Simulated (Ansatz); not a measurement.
**CdF2: how the settings move a single-point run**

Aim: see which settings change the result for CdF2, by how much, and at what cost.

Program: Ansatz 0.2.0. Level of theory: reference: DFT, PBE, PAW with other files of Ansatz's library (level accurate), scalar-relativistic. These are calculated values, not measurements.

1 further run of the same task is left out (set aside as unsound or not needed).

### Step 1. The starting structure

The structure is trigonal, space group R3m (No. 160). Conventional cell: a = 3.819 Å, b = 3.819 Å, c = 9.355 Å, α = 90.00°, β = 90.00°, γ = 120.00°. Cd (site symmetry 3m) is surrounded by 1 F at 1.36 Å. F (site symmetry 3m) is surrounded by 1 Cd at 1.36 Å. F (site symmetry 3m) is surrounded by 3 Cd at 2.22 Å.

Coordinates:

```cif
data_structure
_symmetry_space_group_name_H-M 'P 1'
_symmetry_Int_Tables_number 1
_cell_length_a 3.8191
_cell_length_b 3.8191
_cell_length_c 3.8191
_cell_angle_alpha 60.000
_cell_angle_beta 60.000
_cell_angle_gamma 60.000
_cell_volume 39.39
loop_
_atom_site_label
_atom_site_type_symbol
_atom_site_fract_x
_atom_site_fract_y
_atom_site_fract_z
_atom_site_occupancy
Cd1 Cd 0.84250 0.05250 0.05250 1
F1 F 0.40750 0.19750 0.19750 1
F2 F 0.75000 0.75000 0.75000 1
```

### Step 2. Reference

The input, input.yaml:

```yaml
crystal:
  lattice:
    - [0.0, 2.7005188915, 2.7005188915]
    - [2.7005188915, 0.0, 2.7005188915]
    - [2.7005188915, 2.7005188915, 0.0]
  atoms:
    - { symbol: Cd, position: [-0.1575, 0.0525, 0.0525] }
    - { symbol: F, position: [0.4075, 0.1975, 0.1975] }
    - { symbol: F, position: [0.75, 0.75, 0.75] }
kpoints:
  mp_grid: { grid: [7, 7, 7] }
scf:
  occupations: { method: fermi_dirac, width: 0.03 }
hamiltonian:
  xc: pbe
  pseudopotentials: { kind: paw, level: accurate }
output:
  forces: true
  stress: true
  eigenvalues: true
```

Run with:

```
$ ansatz run input.yaml --threads 1 --pin off --max-ram 3072MiB --backend cpu --events-out ev --progress --plain --runs-dir out
```

### Step 3. Changed: dispersion d4

input.yaml, as its differences from that of step 2:

```diff
@@ -16,2 +16,3 @@
   pseudopotentials: { kind: paw, level: accurate }
+  dispersion: d4
 output:
@@ -20 +21,5 @@
   eigenvalues: true
+  write_density: true
+  write_potential: true
+  elf: true
+  volumetric_format: npy
```

**Question.** What will these runs give? Wanted: for each run, ending; energy change; pressure; gap; force.

As calculated:

```csv
run,ending,energy change,pressure (GPa),gap (eV),force (eV/Å),cycles,time
reference,converged,0,139.4,0.90,68.27,9,7.6 s
1: dispersion d4,converged,-179.2 meV/atom (offset of the dispersion model),137.3,0.90,68.24,9,10 s
```

Times don't compare one to one where runs were asked for different outputs or read a saved state (see the inputs); cycles may leave out searches for a lower state.

Residual by cycle in the longest SCF loop of each run; runs are numbered as in the table. The quantity is the density residual dr2, in eV.

```csv
cycle,reference,run 1
1,11.5,11.5
2,3.94,3.94
3,0.113,0.113
4,0.0292,0.0292
5,0.00393,0.00393
6,7.2e-5,7.2e-5
7,2.4e-5,2.4e-5
8,1.7e-7,1.7e-7
9,2.8e-8,2.8e-8
```

The energy moves by -179.2 meV/atom, nearly all of it the dispersion term itself (-179.2 meV/atom); that offset belongs to the model and is no gain or loss of stability; the pressure goes from 139.4 to 137.3 GPa and the largest force goes from 68.27 to 68.24 eV/Å. The structure is not at rest: the sound run finds 139 GPa, so these are no properties of the relaxed crystal. 
